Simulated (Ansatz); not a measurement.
# Si7Ge: the cost of one run

Method: DFT r2SCAN, scalar-relativistic, plane waves, PAW, in Ansatz 0.2.0.

2 further runs of the same task are left out: 2 set aside as unsound or not needed.

## Step 1: The system as given

It takes space group P-43m (No. 215, cubic). The conventional cell has a = 5.468 Å, b = 5.468 Å, c = 5.468 Å, α = 90.00°, β = 90.00°, γ = 90.00°. Around Si (site symmetry 3m) lie 3 Si at 2.36 Å and 1 Ge at 2.39 Å. Si (site symmetry -42m) has 4 Si at 2.36 Å in its first shell of neighbours. Ge (site symmetry -43m) is surrounded by 4 Si at 2.39 Å.

As a file:

```
Si Ge
1.0
     5.46797    0.00000    0.00000
     0.00000    5.46797    0.00000
     0.00000    0.00000    5.46797
Si Ge
7 1
Direct
  0.25243 0.25243 0.25243
  0.00000 0.50000 0.50000
  0.50000 0.50000 0.00000
  0.50000 0.00000 0.50000
  0.74757 0.25243 0.74757
  0.74757 0.74757 0.25243
  0.25243 0.74757 0.74757
  0.00000 0.00000 0.00000
```

It goes back to an entry of the Materials Project, which need not be the stable form.

This cell was relaxed beforehand with the same method: volume 20.44 Å³/atom, gap on the mesh 0.59 eV.

The unstrained cell comes from an earlier run at this level (8 atoms, E(σ→0) -8776.3410 eV, gap 0.59 eV over the zone).

## Step 2: Strain -2.0 %

input.yaml reads:

```yaml
crystal:
  lattice:
    - [5.3586090631, 0.0, 0.0]
    - [0.0, 5.3586090631, 0.0]
    - [0.0, 0.0, 5.5335840529]
  atoms:
    - { symbol: Si, position: [0.2524307582, 0.2524307582, 0.2524307582] }
    - { symbol: Si, position: [0.0, 0.5, 0.5] }
    - { symbol: Si, position: [0.5, 0.5, 0.0] }
    - { symbol: Si, position: [0.5, 0.0, 0.5] }
    - { symbol: Si, position: [0.7475692418, 0.2524307582, 0.7475692418] }
    - { symbol: Si, position: [0.7475692418, 0.7475692418, 0.2524307582] }
    - { symbol: Si, position: [0.2524307582, 0.7475692418, 0.7475692418] }
    - { symbol: Ge, position: [0.0, 0.0, 0.0] }
basis:
  ecutwfc: 500
kpoints:
  mp_grid: { grid: [8, 8, 8] }
hamiltonian:
  xc: r2scan
scf:
  occupations: { method: gaussian, width: 0.02 }
output:
  forces: true
  stress: true
  eigenvalues: true
relax:
  adjacent_minimum: "off"
  f_tol: 0.008
  max_steps: 40
  cell: { stress_tol: 0.015, fix: [a, b, gamma] }
```

Run with:

```
ansatz run input.yaml --threads 2 --pin off --max-ram 5120MiB --backend cpu --events-out ev --progress --plain --runs-dir out
```

What time and memory should one allow on 2 threads of Intel Xeon Platinum 8488C (Sapphire Rapids), shared host?

About 69 s, with a peak of 0.93 GiB.
